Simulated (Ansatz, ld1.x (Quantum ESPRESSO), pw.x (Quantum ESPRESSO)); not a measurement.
## selenium: does the ultrasoft potential hold in the solid?

selenium, ultrasoft, made with ld1.x (Quantum ESPRESSO) 7.5 (PBEsol, scalar-relativistic). Core [Ar] 3d10, reference 4s2 4p4. Waves: 4s (bound): rcut 1.40, rcutus 1.60 bohr; 4s channel at 3.35 Ry: rcut 1.40, rcutus 1.60 bohr; 4p (bound): rcut 1.10, rcutus 1.55 bohr; 4p channel at 1.65 Ry: rcut 1.10, rcutus 1.55 bohr. Local part: all-electron potential smoothed inside 1.30 bohr (lloc = -2). Core correction: none. Augmentation charge: PSQ, inside the norm-conserving radii.

Crystal test: fcc Se in pw.x 7.5, no spin, 13³ k-points, Fermi–Dirac smearing 0.01 Ry, cutoffs 40/340 Ry. The reference is all-electron LAPW (Ansatz 0.2.0) with the same functional, mesh and smearing; V0 and B0 come from Birch–Murnaghan fits to the pressures at five volumes. Errors are pseudo minus all-electron; Δ is the rms difference of the E(V) curves that follow from these fits, minima aligned, over ±6 % about the mean V0. Mesh and smearing are coarse, so the numbers serve the comparison and aren't converged zero-temperature values; the lattice is a test structure that the element need not adopt.

```json
{"V (Å³/atom)": "18.236", "P all-electron (GPa)": "5.20", "P pseudo (GPa)": "-9.75"}
{"V (Å³/atom)": "18.716", "P all-electron (GPa)": "2.64", "P pseudo (GPa)": "-10.92"}
{"V (Å³/atom)": "19.196", "P all-electron (GPa)": "0.41", "P pseudo (GPa)": "-12.02"}
{"V (Å³/atom)": "19.676", "P all-electron (GPa)": "-1.53", "P pseudo (GPa)": "-13.04"}
{"V (Å³/atom)": "20.156", "P all-electron (GPa)": "-3.23", "P pseudo (GPa)": "-13.78"}
```

All-electron: a0 = 4.257 Å (V0 = 19.29 Å³/atom), B0 = 81.4 GPa.

Pseudopotential: mean pressure error (GPa): -12.60. The pressure does not cross zero within the volumes sampled, so no fit is given. This is a poor potential for the solid. Atomic configuration tests: test run stopped at test 7 of 7 (negative rho).

**Question.** At the middle volume, how do free energy and pressure move when the wave cutoff is lowered (ecutrho held at 340 Ry)?

**Answer.**

```json
{"cutoff (Ry)": "18", "shift of F (meV/atom)": "+42.4", "shift of P (GPa)": "-0.43"}
{"cutoff (Ry)": "24", "shift of F (meV/atom)": "+17.4", "shift of P (GPa)": "-0.16"}
{"cutoff (Ry)": "32", "shift of F (meV/atom)": "+4.4", "shift of P (GPa)": "-0.09"}
```

The run at the middle volume (84 k-points, 6 iterations) took about 5.6 s on one core of a shared host (Neoverse-V1, 32 threads, 247 GiB, load 28).
